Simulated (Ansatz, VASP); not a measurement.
# One calculation of KI, two programs

Contents of INCAR:

```
SYSTEM = KI
PREC = Accurate
ENCUT = 520
EDIFF = 1E-7
ISMEAR = 0
SIGMA = 0.05
LREAL = .False.
LASPH = .True.
NELM = 60
ALGO = Normal
ISIF = 2
LWAVE = .False.
LCHARG = .False.
GGA = PE
NBANDS = 15
```

The input KPOINTS:

```
Automatic mesh
0
Gamma
  6 6 6
  0 0 0
```

Contents of POSCAR:

```
KI
1.0
    0.0000000000      3.5245500000      3.2425860000
    3.5245500000      0.0000000000      3.2425860000
    3.5245500000      3.5245500000      0.0000000000
K I
1 1
Direct
    0.0000000000      0.0000000000      0.0000000000
    0.5000000000      0.5000000000      0.5000000000
```

Input for Ansatz:

```yaml
crystal:
  lattice:
    - [0.0, 3.52455, 3.242586]
    - [3.52455, 0.0, 3.242586]
    - [3.52455, 3.52455, 0.0]
  atoms:
    - { symbol: K, position: [0.0, 0.0, 0.0] }
    - { symbol: I, position: [0.5, 0.5, 0.5] }
basis:
  ecutwfc: 420
kpoints:
  mp_grid: { grid: [6, 6, 6] }
hamiltonian:
  xc: pbe
scf:
  occupations: { method: gaussian, width: 0.05 }
output:
  forces: true
  stress: true
  eigenvalues: true
  write_density: true
  write_potential: true
  elf: true
  volumetric_format: npy
```

Change from the starting cell: strain +0.000 along x and y, -0.080 along z, atoms carried along.

Alike in both runs: task single point; functional PBE; k mesh 6 × 6 × 6; occupations gaussian, width 0.05 eV; no spin polarisation.

```csv
,VASP,Ansatz
version,VASP 6.6.1,Ansatz 0.2.0
potentials or method,"VASP PAW PBE potentials, release 64 (K_sv, I)","scalar-relativistic, plane waves, PAW"
plane-wave cutoff (eV),520,420
valence electrons in the cell,16,26
```

```csv
,VASP,Ansatz,Ansatz less VASP
gap on the k mesh at the Fermi level (eV),4.11,4.12,+0.006
least direct gap on the mesh (eV),4.11,4.12,+0.006
pressure (GPa),2.5,2.4,-0.05
largest component of the traceless stress (GPa),2.73,2.70,-0.030
```

The two sets of potentials don't hold the same shells in valence.

Caveats: spin-orbit coupling is left out, which moves the levels of the heavy elements.
